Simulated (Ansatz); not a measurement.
This script for Ansatz's Python interface starts 4 runs on ZnS, space group R3m. What input does the engine get in each?

`kconv_zns.py`:
```python
# -*- coding: utf-8 -*-
import ansatz
import matplotlib.pyplot as plt


def main():
    lattice = ansatz.Lattice.of(
        (1.903071, 1.098739, 9.351948),
        (-1.903071, 1.098739, 9.351948),
        (0.0, -2.197477, 9.351948),
    )
    sites = [
        ("Zn", (0.999971, 0.999971, 0.999971)),
        ("Zn", (0.222269, 0.222269, 0.222269)),
        ("Zn", (0.444613, 0.444613, 0.444613)),
        ("S", (0.083267, 0.083267, 0.083267)),
        ("S", (0.527842, 0.527842, 0.527842)),
        ("S", (0.305363, 0.305363, 0.305363)),
    ]
    cell = ansatz.Crystal(lattice=lattice)
    for symbol, position in sites:
        cell = cell.atom(symbol, position)

    job = (
        cell.calculation()
        .functional("lda")
        .basis(16 * ansatz.Ha)
        .occupations("fermi_dirac")
        .pseudopotentials("paw")
    )

    rows = []
    for value in [1.0, 0.6, 0.4, 0.3]:
        data = job.kpoints(spacing=value).run(threads=1, backend="cpu").report
        rows.append((value, data["free_energy_ev"] / len(data["lattice"]["sites"]), data["n_iterations"], data["n_kpoints"]))

    print("spacing (1/A)   F/atom (eV)    iterations      k-points")
    for row in rows:
        print(f"{str(row[0]):>12s}  {row[1]:12.5f}  {row[2]:12d}  {row[3]:12d}")

    for row in rows[:-1]:
        shift = 1000 * (row[1] - rows[-1][1])
        print(f"{row[0]}: {shift:+.2f} meV/atom" + ("  (within 2 meV)" if abs(shift) < 2 else ""))
    plt.figure(figsize=(4.5, 3))
    plt.plot([str(row[0]) for row in rows], [1000 * (row[1] - rows[-1][1]) for row in rows], "o-")
    plt.xlabel("spacing (1/A)")
    plt.ylabel("F - F(last) (meV/atom)")
    plt.tight_layout()
    plt.savefig("kconv.png", dpi=100)


if __name__ == "__main__":
    main()
```

Run 1:
```yaml
crystal:
  lattice:
    - [1.903071, 1.098739, 9.351948]
    - [-1.903071, 1.098739, 9.351948]
    - [0.0, -2.197477, 9.351948]
  atoms:
    - { symbol: Zn, position: [0.999971, 0.999971, 0.999971] }
    - { symbol: Zn, position: [0.222269, 0.222269, 0.222269] }
    - { symbol: Zn, position: [0.444613, 0.444613, 0.444613] }
    - { symbol: S, position: [0.083267, 0.083267, 0.083267] }
    - { symbol: S, position: [0.527842, 0.527842, 0.527842] }
    - { symbol: S, position: [0.305363, 0.305363, 0.305363] }
basis:
  ecutwfc: 435.382179935808
kpoints:
  mp_grid:
    kspacing: 1.0
hamiltonian:
  xc: lda
  pseudopotentials:
    kind: paw
scf:
  occupations:
    method: fermi_dirac
```

Run 2, against run 1:
```diff
-    kspacing: 1.0
+    kspacing: 0.6
```

Run 3, against run 1:
```diff
-    kspacing: 1.0
+    kspacing: 0.4
```

Run 4, against run 1:
```diff
-    kspacing: 1.0
+    kspacing: 0.3
```

```console
$ python kconv_zns.py
spacing (1/A)   F/atom (eV)    iterations      k-points
         1.0   -2058.37723             8             4
         0.6   -2058.69192             7            13
         0.4   -2058.70201             7            19
         0.3   -2058.70515             7            44
1.0: +327.92 meV/atom
0.6: +13.23 meV/atom
0.4: +3.13 meV/atom
```

The structure comes from a database of computed cells and needn't be a stable or known phase. Shifts are counted from the finest mesh, which is itself no proven limit. It ran for 23 s on 1 thread of Arm Neoverse V2, with other jobs on the host, peak memory 0.49 GiB.

(A comment or docstring line of the script was reworded after the run, the code is as it ran; lines on the test bed's own set-up are left out of the output.)
